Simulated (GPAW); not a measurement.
Runs of GPAW 26.7.0 on Pd. The structure is cubic, space group Fm-3m (No. 225). Conventional cell: a = 3.893 Å, b = 3.893 Å, c = 3.893 Å, α = 90.00°, β = 90.00°, γ = 90.00°. Pd (site symmetry m-3m) is surrounded by 12 Pd at 2.75 Å. 

```tsv
task	level	potentials or basis	spin	U	k mesh	cutoff (eV)	hybrids on these orbitals	eigensolver	band path	band points	spin axis theta (degrees)	mesh quality	pressure (GPa)	V0 of scaled cells (Å³/atom)	B0 (GPa)
one-shot levels on a semilocal density	LDA	the program's PAW data sets (release 1.2.1) made for this functional, pw	off	-	7 × 7 × 7	500	["HSE06", "YS-PBE0", "B3LYP"]	-	-	-	-	coarse	-7.9	-	-
equation of state	AM05	PAW data sets generated in the run's folder for this functional, pw	off	-	9 × 9 × 9	600	-	-	-	-	-	not flagged	-	14.48	205
equation of state	AM05+D4	PAW data sets generated in the run's folder for this functional, pw	off	-	9 × 9 × 9	600	-	-	-	-	-	not flagged	-	14.28	(a)
band structure	mBEEF	GPAW PAW data sets (gpaw-data 1.2.1), pw	SOC, no magnetisation	-	9 × 9 × 9	600	-	-	GXWKGLUWLK,UX	80	0	not flagged	(b)	-	-
band structure	LDA+U	the program's PAW data sets (release 1.2.1) made for this functional, pw	off	Pd d U = 5.3 eV	9 × 9 × 9	600	-	-	GXWKGLUWLK,UX	80	-	not flagged	-11.0	-	-
```

Alike in all rows: cell as given; smearing fermi-dirac 0.05 eV.

Fill in the values left out.

(a) 217; (b) 0.1.

Caveats: some runs use coarse meshes; the cutoff is short for stress and forces, so pressures can be off by a GPa or more (some runs); one-shot exact exchange on a metal's smeared states is rough (some runs); spin-orbit coupling was added after a scalar SCF, so levels and gaps hold it while energy, forces, pressure and moments don't (some runs); this program's spin-orbit splittings come out too wide for heavy elements (some runs); the PAW data sets were made with another functional, which shifts forces and pressure a little (some runs); U without spin polarisation on a metal has little footing (some runs); the U is typed as a test and isn't derived for this compound (some runs).
